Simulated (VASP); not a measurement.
Here is the system:

```
CELL_PARAMETERS angstrom
      3.59039     0.00000     0.00000
     -1.79519     3.10937     0.00000
      0.00000     0.00000     5.79676
ATOMIC_POSITIONS crystal
  In 0.66667 0.33333 0.50048
  In 0.33333 0.66667 0.00048
  N  0.66667 0.33333 0.87952
  N  0.33333 0.66667 0.37952
```

All values below come from PBE GGA, VASP's PBE PAW potentials (set 64) (plane waves; VASP 6.6.1). Settings: 400 eV cut-off, 14×14×8 Γ-centred mesh, Fermi-Dirac smearing of 0.10 eV, potentials In_d N.

At this cut-off the stress carries a Pulay error, which pulls relaxed volumes low.

Question: Give the stress tensor in GPa (positive for a compressed cell).

Answer: 
```
-2.89   0.00   0.00
 0.00  -2.89   0.00
 0.00   0.00  -2.72
```
The pressure is its mean diagonal, -2.83 GPa.

The structure comes from a computed database's InN entry; how it stands against other phases isn't given here. The cell was not relaxed at this level.
